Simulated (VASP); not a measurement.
# Au (P6_3/mmc) in VASP: notebook

One crystal, Au, is run at these levels: PBE; tasks: single point, relaxation of cell and atoms.

Everything below comes from runs of VASP 6.6.1. Logs are shortened: lines on timing, memory, paths and dates and some standing lists are left out, and cuts for length are marked.

**1. The crystal as given**

It takes space group P6_3/mmc (No. 194, hexagonal). The conventional cell has a = 2.950 Å, b = 2.950 Å, c = 4.800 Å, α = 90.00°, β = 90.00°, γ = 120.00°. Au (site symmetry -6m2) has 12 Au at 2.94 to 2.95 Å as nearest neighbours.

The cell was built by a generator and needn't be a form met in nature.

**2. Single point, PBE**

File INCAR:

```
PREC = Accurate
ENCUT = 520
EDIFF = 1E-6
ISMEAR = 0
SIGMA = 0.05
LREAL = False
LASPH = True
NELM = 100
ALGO = Fast
ISIF = 2
LWAVE = False
LCHARG = False
GGA = PE
NBANDS = 18
```

File KPOINTS:

```
Automatic mesh
0
Gamma
  8 8 4
```

File POSCAR:

```
Au
1.0
    2.9503065951      0.0000000000      0.0000000000
   -1.4751532975      2.5550404603      0.0000000000
    0.0000000000      0.0000000000      4.8000744171
Au
2
Direct
    0.3333333333      0.6666666667      0.7500000000
    0.6666666667      0.3333333333      0.2500000000
```

Potentials or basis: VASP PAW PBE potentials, release 64 (Au).

The run is started by

```sh
> cat potpaw_PBE.64/Au/POTCAR > POTCAR
> mpirun -np 1 vasp_std > vasp.out
```

OUTCAR:

```text
PREC = Accurate
   ENCUT = 520
   EDIFF = 1E-6
   ISMEAR = 0
   LREAL = False
   LASPH = True
   NELM = 100
   ISIF = 2
   GGA = PE

 ion  position               nearest neighbor table
   1  0.333  0.667  0.750-   2 2.94   2 2.94   2 2.94   2 2.94   2 2.94   2 2.94
   2  0.667  0.333  0.250-   1 2.94   1 2.94   1 2.94   1 2.94   1 2.94   1 2.94

  LATTYP: Found a hexagonal cell.
 ALAT       =     2.9503065951
 C/A-ratio  =     1.6269747778

  Lattice vectors:

 A1 = (   2.9503065951,   0.0000000000,   0.0000000000)
 A2 = (  -1.4751532975,   2.5550404603,   0.0000000000)
 A3 = (   0.0000000000,   0.0000000000,   4.8000744171)

Analysis of symmetry for initial positions (statically):
=====================================================================
 Subroutine PRICEL returns:
 Original cell was already a primitive cell.

 Routine SETGRP: Setting up the symmetry group for a
 hexagonal supercell.

 Subroutine GETGRP returns: Found 24 space group operations
 (whereof 12 operations were pure point group operations)
 out of a pool of 24 trial point group operations.

The static configuration has the point symmetry D_3d.
 The point group associated with its full space group is D_6h.

Analysis of symmetry for dynamics (positions and initial velocities):
=====================================================================
 Subroutine PRICEL returns:
 Original cell was already a primitive cell.

 Routine SETGRP: Setting up the symmetry group for a
 hexagonal supercell.

 Subroutine GETGRP returns: Found 24 space group operations
 (whereof 12 operations were pure point group operations)
 out of a pool of 24 trial point group operations.

The dynamic configuration has the point symmetry D_3d.
 The point group associated with its full space group is D_6h.

 Subroutine INISYM returns: Found 24 space group operations
 (whereof 12 operations are pure point group operations),
 and found     1 'primitive' translations

----------------------------------------------------------------------------------------

                                     Primitive cell

  volume of cell :      36.1837

  direct lattice vectors                    reciprocal lattice vectors
     2.950306595  0.000000000  0.000000000     0.338947824  0.195691617  0.000000000
    -1.475153297  2.555040460  0.000000000     0.000000000  0.391383235  0.000000000
     0.000000000  0.000000000  4.800074417     0.000000000  0.000000000  0.208330103

  length of vectors
     2.950306595  2.950306595  4.800074417     0.391383235  0.391383235  0.208330103

  position of ions in fractional coordinates (direct lattice)
     0.333333333  0.666666667  0.750000000
     0.666666667  0.333333333  0.250000000

  ion indices of the primitive-cell ions
   primitive index   ion index
                 1           1
                 2           2

----------------------------------------------------------------------------------------

 KPOINTS: Automatic mesh

Automatic generation of k-mesh.
 Grid dimensions read from file:
 generate k-points for:    8    8    4

 Generating k-lattice:

  Cartesian coordinates                     Fractional coordinates (reciprocal lattice)
     0.042368478  0.024461452  0.000000000     0.125000000 -0.000000000  0.000000000
     0.000000000  0.048922904  0.000000000     0.000000000  0.125000000  0.000000000
     0.000000000  0.000000000  0.052082526     0.000000000  0.000000000  0.250000000

  Length of vectors
     0.048922904  0.048922904  0.052082526

  Shift w.r.t. Gamma in fractional coordinates (k-lattice)
     0.000000000  0.000000000  0.000000000

 Subroutine IBZKPT returns following result:
 ===========================================

 Found     30 irreducible k-points:

 Following reciprocal coordinates:
            Coordinates               Weight
  0.000000  0.000000  0.000000      1.000000
  0.125000 -0.000000  0.000000      6.000000
  0.250000 -0.000000  0.000000      6.000000
  0.375000 -0.000000  0.000000      6.000000
  0.500000 -0.000000  0.000000      3.000000
  0.125000  0.125000  0.000000      6.000000
[... 16 lines left out ...]
  0.250000 -0.000000  0.500000      6.000000
  0.375000 -0.000000  0.500000      6.000000
 [... further k-points ...]
   k-points           NKPTS =     30   k-points in BZ     NKDIM =     30   number of bands    NBANDS=     18
   number of dos      NEDOS =    301   number of ions     NIONS =      2
   total plane-waves  NPLWV =  20736
   dimension x,y,z NGX =    24 NGY =   24 NGZ =   36
   dimension x,y,z NGXF=    48 NGYF=   48 NGZF=   72
   ions per type =               2
   NGX,Y,Z   is equivalent  to a cutoff of  13.52, 13.52, 12.47 a.u.
   NGXF,Y,Z  is equivalent  to a cutoff of  27.05, 27.05, 24.94 a.u.
 SYSTEM =  unknown system
   PREC   = accura    normal or accurate (medium, high low for compatibility)
   ISTART =      0    job   : 0-new  1-cont  2-samecut
   ICHARG =      2    charge: 1-file 2-atom 10-const
   ISPIN  =      1    spin polarized calculation?
   LNONCOLLINEAR =      F non collinear calculations
   LSORBIT =      F    spin-orbit coupling
   LASPH  =      T    aspherical Exc in radial PAW
   ENCUT  =  520.0 eV  38.22 Ry    6.18 a.u.   5.49  5.49  8.92*2*pi/ulx,y,z
   NELM   =    100;   NELMIN=  2; NELMDL= -5     # of ELM steps
   EDIFF  = 0.1E-05   stopping-criterion for ELM
   LREAL  =      F    real-space projection
   EDIFFG = 0.1E-04   stopping-criterion for IOM
   NSW    =      0    number of steps for IOM
   IBRION =     -1    ionic relax: 0-MD 1-quasi-New 2-CG
   NFREE  =      0    steps in history (QN), initial steepest desc. (CG)
   ISIF   =      2    stress and relaxation
   ISYM   =      2    0-nonsym 1-usesym 2-fastsym
   POTIM  = 0.5000    time-step for ionic-motion
   TEBEG  =    0.0;   TEEND  =   0.0 temperature during run
   PSTRESS=    0.0 pullay stress
   NELECT =      22.0000    total number of electrons
   NUPDOWN=      -1.0000    fix difference up-down
   EMIN   =  10.00;   EMAX   =-10.00  energy-range for DOS
   EFERMI =   0.00;   METHOD = LEGACY
   ISMEAR =     0;   SIGMA  =   0.05  broadening in eV -4-tet -1-fermi 0-gaus
   EFERMI_NEDOS =   21; number of points for ismear=-14 and -15
   IALGO  =     68    algorithm
   IMIX   =      4    mixing-type and parameters
     AMIX     =   0.40;   BMIX     =  1.00
     AMIX_MAG =   1.60;   BMIX_MAG =  1.00
  volume/ion in A,a.u.               =      18.09       122.09
  Fermi-wavevector in a.u.,A,eV,Ry     =   1.386899  2.620859 26.170645  1.923488
  Thomas-Fermi vector in A             =   2.511171
   LORBIT       =      0    0 simple, 1 ext, 2 COOP (PROOUT), +10 PAW based schemes
   GGA     = PE    functional components
   LHFCALC =     F    Hartree Fock is set to
   AEXX    =    0.0000 exact exchange contribution
   IVDW    =     0    specifies the selected vdW correction
   LEPSILON=     F    determine dielectric tensor
   LRPA    =     F    only Hartree local field effects (RPA)
 non-spin polarized calculation
 RMM-DIIS sequential band-by-band and
 Gauss-broadening in eV      SIGMA  =   0.05
  energy-cutoff  :      520.00
  volume of cell :       36.18
 maximum number of plane-waves:      1002
 NGX is ok and might be reduce to    24
   NGX = 11   NGY = 11   NGZ = 17

 number of electron      22.0000001 magnetization

 Free energy of the ion-electron system (eV)
  ---------------------------------------------------
  ext. energy  EPLUGINS =         0.00000000
  ---------------------------------------------------
  free energy    TOTEN  =        -6.39221817 eV

  energy without entropy =       -6.38904671  energy(sigma->0) =       -6.39063244

 E-fermi :   8.3852     XC(G=0): -12.3582

 val. band max:        8.3793917714   @ k =   0.2500   0.2500   0.2500
 cond. band min:       8.5435997050   @ k =   0.5000  -0.0000   0.2500
 fundamental gap:      0.1642079336
 Fermi energy:         8.3851545936

 k-point     1 :       0.0000    0.0000    0.0000
  band No.  band energies     occupation
      1      -0.7301      2.00000
      2       1.7352      2.00000
      3       4.1385      2.00000
      4       4.2451      2.00000
      5       4.2451      2.00000
      6       4.5607      2.00000
[... 10 lines left out ...]
     17      25.9290      0.00000
     18      25.9290      0.00000

 k-point     2 :       0.1250   -0.0000    0.0000
  band No.  band energies     occupation
      1      -0.2814      2.00000
      2       2.0710      2.00000
      3       3.8625      2.00000
      4       4.3909      2.00000
      5       4.5308      2.00000
      6       4.5604      2.00000
[... 10 lines left out ...]
     17      25.1809      0.00000
     18      26.3392      0.00000

 k-point     3 :       0.2500   -0.0000    0.0000
  band No.  band energies     occupation
      1       0.8852      2.00000
      2       2.5600      2.00000
      3       3.6679      2.00000
      4       3.7762      2.00000
      5       4.2013      2.00000
      6       4.4883      2.00000
[... 10 lines left out ...]
     17      24.1070      0.00000
     18      25.0609      0.00000

 k-point     4 :       0.3750   -0.0000    0.0000
  band No.  band energies     occupation
      1       1.9372      2.00000
      2       2.3678      2.00000
      3       2.9125      2.00000
      4       4.2055      2.00000
      5       4.3404      2.00000
      6       4.6019      2.00000
[... 375 lines left out ...]
      4       3.6942      2.00000
      5       4.2141      2.00000
      6       4.2141      2.00000
[... 10 lines left out ...]
     17      24.6033      0.00000
     18      24.6033      0.00000

 k-point    23 :       0.2500   -0.0000    0.5000
  band No.  band energies     occupation
      1       2.1340      2.00000
      2       2.1340      2.00000
      3       3.4109      2.00000
      4       3.4109      2.00000
      5       4.3439      2.00000
      6       4.3439      2.00000
[... 10 lines left out ...]
     17      24.1436      0.00000
     18      24.1438      0.00000

 k-point    24 :       0.3750   -0.0000    0.5000
  band No.  band energies     occupation
      1       2.1361      2.00000
      2       2.1361      2.00000
      3       3.2052      2.00000
      4       3.2052      2.00000
      5       5.1627      2.00000
      6       5.1627      2.00000
[... 10 lines left out ...]
     17      22.3597      0.00000
     18      22.3597      0.00000

 [... further k-points ...]

------------------------ aborting loop because EDIFF is reached ----------------------------------------

  FORCE on cell =-STRESS in cart. coord.  units (eV):
  Direction    XX          YY          ZZ          XY          YZ          ZX
  --------------------------------------------------------------------------------------
  -------------------------------------------------------------------------------------
  Total       -0.0469347     -0.0469347     -0.1138030     -0.0000000     -0.0000000      0.0000000
  in kB       -2.0782222     -2.0782222     -5.0390812     -0.0000000     -0.0000000      0.0000000
  external PRESSURE =      -3.0651752 kB  Pullay stress =       0.0000000 kB

 VOLUME and BASIS-vectors are now :
 -----------------------------------------------------------------------------
  energy-cutoff  :      520.00
  volume of cell :       36.18
      direct lattice vectors                 reciprocal lattice vectors
     2.950306595  0.000000000  0.000000000     0.338947824  0.195691617  0.000000000
    -1.475153297  2.555040460  0.000000000     0.000000000  0.391383235  0.000000000
     0.000000000  0.000000000  4.800074417     0.000000000  0.000000000  0.208330103

 POSITION                                       TOTAL-FORCE (eV/Angst)
 -----------------------------------------------------------------------------------
     -0.00000      1.70336      3.60006         0.000000      0.000000      0.000000
      1.47515      0.85168      1.20002        -0.000000      0.000000      0.000000
 -----------------------------------------------------------------------------------
    total drift:                               -0.000000      0.000000     -0.000000

  FREE ENERGIE OF THE ION-ELECTRON SYSTEM (eV)
  ---------------------------------------------------
  free  energy   TOTEN  =        -6.3922181671 eV

  energy  without entropy=       -6.3890467133  energy(sigma->0) =       -6.39063244
```

Wall time 9.1 s (1 thread of Intel Xeon Platinum 8559C (Emerald Rapids), shared host); peak memory 0.15 GiB.

Results:

- Free energy: -6.3922 eV
- Pressure: -0.3 GPa
- Band gap on the k mesh: none (metal or under the smearing width)

Stress tensor (GPa, compression positive):
```
-0.21  0.00  0.00
 0.00 -0.21  0.00
 0.00  0.00 -0.50
```

Spin-orbit coupling is left out, which matters for the levels of Au.

**3. Relaxation of cell and atoms, PBE**

This run uses another cell than the first one, of 16.98 Å³/atom, 0.939 times its volume.

File INCAR:

```
PREC = Accurate ; ENCUT = 600
EDIFF = 1E-7 ; ISMEAR = 0
SIGMA = 0.05 ; LREAL = F
LASPH = T ; NELM = 100
ALGO = Normal ; ISIF = 3
LWAVE = F ; LCHARG = F
GGA = PE ; IBRION = 2
NSW = 80 ; EDIFFG = -0.03
```

KPOINTS is that of step 2.

File POSCAR:

```
Au
1.0
    2.8847937833      0.0000000000      0.0000000000
   -1.4423968916      2.4983047010      0.0000000000
    0.0000000000      0.0000000000      4.7118298460
Au
2
Direct
    0.3333333333      0.6666666667      0.7500000000
    0.6666666667      0.3333333333      0.2500000000
```

Potentials or basis: VASP PAW PBE potentials, release 64 (Au).

The run is started by

```sh
> cat potpaw_PBE.64/Au/POTCAR > POTCAR
> mpirun -np 1 vasp_std > vasp.out
```

OUTCAR:

```text
PREC = Accurate
   ENCUT = 600
   EDIFF = 1E-7
   ISMEAR = 0
   LREAL = F
   LASPH = T
   NELM = 100
   ISIF = 3
   GGA = PE
   IBRION = 2
   NSW = 80
   EDIFFG = -0.03

 ion  position               nearest neighbor table
   1  0.333  0.667  0.750-   2 2.89   2 2.89   2 2.89   2 2.89   2 2.89   2 2.89
   2  0.667  0.333  0.250-   1 2.89   1 2.89   1 2.89   1 2.89   1 2.89   1 2.89

  LATTYP: Found a hexagonal cell.
 ALAT       =     2.8847937833
 C/A-ratio  =     1.6333333333

  Lattice vectors:

 A1 = (   2.8847937833,   0.0000000000,   0.0000000000)
 A2 = (  -1.4423968916,   2.4983047010,   0.0000000000)
 A3 = (   0.0000000000,   0.0000000000,   4.7118298460)

Analysis of symmetry for initial positions (statically):
=====================================================================
 Subroutine PRICEL returns:
 Original cell was already a primitive cell.

 Routine SETGRP: Setting up the symmetry group for a
 hexagonal supercell.

 Subroutine GETGRP returns: Found 24 space group operations
 (whereof 12 operations were pure point group operations)
 out of a pool of 24 trial point group operations.

The static configuration has the point symmetry D_3d.
 The point group associated with its full space group is D_6h.

Analysis of symmetry for dynamics (positions and initial velocities):
=====================================================================
 Subroutine PRICEL returns:
 Original cell was already a primitive cell.

 Routine SETGRP: Setting up the symmetry group for a
 hexagonal supercell.

 Subroutine GETGRP returns: Found 24 space group operations
 (whereof 12 operations were pure point group operations)
 out of a pool of 24 trial point group operations.

The dynamic configuration has the point symmetry D_3d.
 The point group associated with its full space group is D_6h.

[... 139 lines left out ...]

 number of electron      22.0000003 magnetization

 Free energy of the ion-electron system (eV)
  ---------------------------------------------------
  ext. energy  EPLUGINS =         0.00000000
  ---------------------------------------------------
  free energy    TOTEN  =        -6.32946831 eV

  energy without entropy =       -6.32651229  energy(sigma->0) =       -6.32799030

------------------------ aborting loop because EDIFF is reached ----------------------------------------

  FORCE on cell =-STRESS in cart. coord.  units (eV):
  Direction    XX          YY          ZZ          XY          YZ          ZX
  --------------------------------------------------------------------------------------
  -------------------------------------------------------------------------------------
  Total        2.0753029      2.0753029      2.0339794      0.0000000     -0.0000000      0.0000000
  in kB       97.9134368     97.9134368     95.9637803      0.0000000     -0.0000000      0.0000000
  external PRESSURE =      97.2635513 kB  Pullay stress =       0.0000000 kB
[... 131 lines left out ...]
--------------------------------------- Ionic step        5  -------------------------------------------

 number of electron      22.0000000 magnetization

 Free energy of the ion-electron system (eV)
  ---------------------------------------------------
  ext. energy  EPLUGINS =         0.00000000
  ---------------------------------------------------
  free energy    TOTEN  =        -6.39147443 eV

  energy without entropy =       -6.38832801  energy(sigma->0) =       -6.38990122

 E-fermi :   8.4188     XC(G=0): -12.3705

 val. band max:        8.4139297506   @ k =   0.2500   0.2500   0.2500
 cond. band min:       8.5713936803   @ k =   0.5000   0.0000   0.2500
 fundamental gap:      0.1574639297
 Fermi energy:         8.4187709816

 k-point     1 :       0.0000    0.0000    0.0000
  band No.  band energies     occupation
      1      -0.7186      2.00000
      2       1.7495      2.00000
      3       4.1600      2.00000
      4       4.2673      2.00000
      5       4.2673      2.00000
      6       4.5842      2.00000
      7       4.5842      2.00000
      8       5.0174      2.00000
      9       5.0174      2.00000
     10       6.4035      2.00000
     11       6.4035      2.00000
     12       7.8730      2.00000
     13      11.3294      0.00000
     14      22.9684      0.00000
[... 401 lines left out ...]
      2       2.1515      2.00000
      3       3.2235      2.00000
      4       3.2235      2.00000
      5       5.1885      2.00000
      6       5.1885      2.00000
      7       5.6505      2.00000
      8       5.6505      2.00000
      9       6.4064      2.00000
     10       6.4064      2.00000
     11       7.5231      2.00000
     12       7.5231      2.00000
     13      14.8715      0.00000
     14      14.8715      0.00000
     15      21.5666      0.00000

 [... further k-points ...]

------------------------ aborting loop because EDIFF is reached ----------------------------------------

  FORCE on cell =-STRESS in cart. coord.  units (eV):
  Direction    XX          YY          ZZ          XY          YZ          ZX
  --------------------------------------------------------------------------------------
  -------------------------------------------------------------------------------------
  Total        0.0212275      0.0212275     -0.0464920      0.0000000      0.0000000     -0.0000000
  in kB        0.9418711      0.9418711     -2.0628685      0.0000000      0.0000000     -0.0000000
  external PRESSURE =      -0.0597088 kB  Pullay stress =       0.0000000 kB
[... 17 lines left out ...]
  FREE ENERGIE OF THE ION-ELECTRON SYSTEM (eV)
  ---------------------------------------------------
  free  energy   TOTEN  =        -6.3914744269 eV

  energy  without entropy=       -6.3883280058  energy(sigma->0) =       -6.38990122

 reached required accuracy - stopping structural energy minimisation
```

Wall time 31 s (1 thread of Intel Xeon Platinum 8559C (Emerald Rapids), shared host); peak memory 0.17 GiB.

Results:

* Free energy: -6.3915 eV
* Relaxed volume: 18.05 Å³/atom
* Relaxed cell: a = 2.948 Å, b = 2.948 Å, c = 4.797 Å, α = 90.00°, β = 90.00°, γ = 120.00°
* Space group after relaxing (to 0.05 Å): P6_3/mmc (No. 194)
* Energy gained by relaxing: 31.0 meV/atom
* Ionic steps: 5
* Pressure after relaxing: 0.0 GPa
* Band gap on the k mesh: none (metal or under the smearing width)

Stress tensor (GPa, compression positive):
```
 0.09  0.00  0.00
 0.00  0.09  0.00
 0.00  0.00 -0.21
```

Step by step:
```tsv
step	energy change (eV)	largest force (eV/Å)	pressure (GPa)	volume (Å³)
1	0.0000	0.0000	9.73	33.96
2	0.0366	0.0000	-8.99	39.28
3	-0.0617	0.0000	-0.17	36.15
4	-0.0618	0.0000	0.00	36.10
5	-0.0620	0.0000	-0.01	36.11
```

Final structure:
```yaml
crystal:
  lattice:
    - [2.94816, 0.00000, 0.00000]
    - [-1.47408, 2.55318, 0.00000]
    - [0.00000, 0.00000, 4.79717]
  atoms:
    - { symbol: Au, position: [0.33333, 0.66667, 0.75000] }
    - { symbol: Au, position: [0.66667, 0.33333, 0.25000] }
```
